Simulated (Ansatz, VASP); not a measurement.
**Two plane-wave programs on BN**

INCAR

```
SYSTEM = BN
PREC     = Accurate       ! precision mode
ENCUT    = 600            ! plane-wave cutoff, eV
EDIFF    = 1E-6           ! SCF threshold, eV
ISMEAR   = 0              ! smearing method
SIGMA    = 0.02           ! smearing width, eV
LREAL    = .False.        ! projectors in reciprocal space
LASPH    = .True.         ! aspherical terms in the spheres
NELM     = 80             ! most SCF steps
ALGO     = Normal         ! electronic algorithm
ISIF     = 3              ! what is computed and relaxed
LWAVE    = .False.        ! write WAVECAR
LCHARG   = .False.        ! write CHGCAR
GGA      = PE             ! functional
IBRION   = 2              ! ionic algorithm
NSW      = 100            ! ionic steps
EDIFFG   = -0.01          ! ionic threshold
```

The input KPOINTS:

```
Automatic mesh
0
Gamma
  12 12 4
  0 0 0
```

The input POSCAR:

```
BN
1.0
    2.5022255373      0.0000000000      0.0000000000
   -1.2511127686      2.1669908813      0.0000000000
    0.0000000000      0.0000000000      6.7656542400
B N
2 2
Direct
    0.0000000000      0.0000000000      0.0000000000
    0.3333333300      0.6666666700      0.5000000000
    0.3333333300      0.6666666700      0.0000000000
    0.6666666700      0.3333333300      0.5000000000
```

Input for Ansatz:

```yaml
crystal:
  lattice:
    - [2.5022255373, 0.0, 0.0]
    - [-1.2511127686, 2.1669908813, 0.0]
    - [0.0, 0.0, 6.76565424]
  atoms:
    - { symbol: B, position: [0.0, 0.0, 0.0] }
    - { symbol: B, position: [0.33333333, 0.66666667, 0.5] }
    - { symbol: "N", position: [0.33333333, 0.66666667, 0.0] }
    - { symbol: "N", position: [0.66666667, 0.33333333, 0.5] }
basis:
  ecutwfc: 420
kpoints:
  mp_grid: { grid: [12, 12, 4] }
hamiltonian:
  xc: pbe
scf:
  occupations: { method: gaussian, width: 0.02 }
output:
  forces: true
  stress: true
  eigenvalues: true
  write_density: true
  write_potential: true
  elf: true
  volumetric_format: npy
relax:
  adjacent_minimum: "off"
  f_tol: 0.01
  max_steps: 80
  cell: { stress_tol: 0.05 }
```

Alike in both runs: task relaxation of cell and atoms; functional PBE; k mesh 12 × 12 × 4; occupations gaussian, width 0.02 eV; no spin polarisation.

|  | VASP | Ansatz |
| --- | --- | --- |
| version | VASP 6.6.1 | Ansatz 0.2.0 |
| potentials or method | VASP PAW PBE potentials, release 64 (B, N) | scalar-relativistic, plane waves, PAW |
| plane-wave cutoff (eV) | 600 | 420 |
| valence electrons in the cell | 16 | 16 |

Ansatz gave:

- gap on the k mesh at the Fermi level, each at its own relaxed structure (eV): 4.38
- relaxed volume (Å³/atom): 11.42
- relaxed cell length with the largest relative difference (Å): 8.361
- energy change over the relaxation (meV/atom): -11

Task: What did VASP give for the same quantities?

Result: gap on the k mesh at the Fermi level, each at its own relaxed structure (eV): 4.52; relaxed volume (Å³/atom): 10.58; relaxed cell length with the largest relative difference (Å): 7.745; energy change over the relaxation (meV/atom): -8.

One of these differences is far larger than is usual between the two programs; its cause wasn't traced.

Caveats: the volume moved by over 15 % at a fixed basis, so the end points are rough (VASP); this functional lacks dispersion, which binds the layers, so the pressure and a relaxed spacing across them are unreliable, and here the layers came unbound. A k mesh can miss the band edges.
